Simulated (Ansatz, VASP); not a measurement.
# One calculation of SrTiO3, two programs

```xyz
5
Lattice="3.9721 0.0000 0.0000 0.0000 3.9721 0.0000 0.0000 0.0000 3.9721" Properties=species:S:1:pos:R:3 pbc="T T T"
Sr    0.0000    0.0000    0.0000
Ti    1.9861    1.9861    1.9861
O     1.9861    0.0000    1.9861
O     1.9861    1.9861    0.0000
O     0.0000    1.9861    1.9861
```

Alike in both runs: functional PBE; k mesh 8 × 8 × 8; occupations gaussian, width 0.02 eV; no spin polarisation; Hubbard terms Ti d U = 4.0 eV.

Ansatz relaxed the structure, and its values are those at the end. VASP's run is a single point on that final structure, the one shown.

|  | VASP | Ansatz |
| --- | --- | --- |
| version | VASP 6.6.1 | Ansatz 0.2.0 |
| potentials or method | VASP PAW PBE potentials, release 64 (Sr_sv, Ti_sv, O) | scalar-relativistic, plane waves, PAW |
| plane-wave cutoff (eV) | 520 | 420 |
| valence electrons in the cell | 40 | 40 |

```tsv
	VASP	Ansatz	Ansatz less VASP
gap on the k mesh at the Fermi level (eV)	2.26	2.25	-0.012
least direct gap on the mesh (eV)	2.70	2.69	-0.016
pressure (GPa)	-0.5	-3.1	-2.53
```

The programs project onto different local orbitals, so the same U acts differently.

A k mesh can miss the band edges.
